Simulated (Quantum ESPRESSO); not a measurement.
AlN under changes of volume

One of the cells (10.417 Å³/atom); the others are scaled copies at fixed shape and fractional positions:

```xyz
2
Lattice="0.0000 2.1840 2.1840 2.1840 0.0000 2.1840 2.1840 2.1840 0.0000" Properties=species:S:1:pos:R:3 pbc="T T T"
Al    0.0000    0.0000    0.0000
N     1.0920    1.0920    1.0920
```

Measurements of this composition are mostly on another form, of space group No. 186.

| Item | Value |
| --- | --- |
| Program | Quantum ESPRESSO 7.5 |
| Functional | optB88-vdW |
| Potentials or basis | PseudoDojo 0.4.1 SR PBE standard |
| Cutoff | 1143 eV |
| Density cutoff | 4572 eV |
| k mesh | 10 × 10 × 10 |
| Occupations | fermi-dirac, width 0.05 eV |
| Spin | no spin polarisation |

```csv
volume (Å³/atom),energy over the lowest point (meV/atom),pressure (GPa),gap on the mesh (eV)
9.792,52.24,20.1,3.56
10.001,29.73,14.6,3.55
10.209,13.92,9.7,3.53
10.417,4.20,5.3,3.52
10.626,0.00,1.2,3.51
10.834,?,?,?
11.042,6.21,-5.8,3.48
```

Task: What does the run at 10.834 Å³/atom give?

Result: Energy over the lowest point 0.82 meV/atom; pressure -2.4 GPa; gap on the mesh 3.49 eV.

Worked out: A Birch-Murnaghan fit of order 3 (a polynomial in V^(-2/3)) to the other rows has its minimum at 10.69 Å³/atom with B0 = V·E''(V) = 193 GPa and B' = 3.8. It gives 0.81 meV/atom at 10.834 Å³/atom, against the run's 0.82, and -dE/dV = -2.5 GPa, against -2.4. A straight line through the other rows of the gap, of slope -0.663 eV per unit of ln V, gives 3.49 eV, against the run's 3.49.

Energies are extrapolated to zero smearing.

Caveats: the potentials were made for another functional, which shifts forces and pressure.

A mesh can miss the band edges.
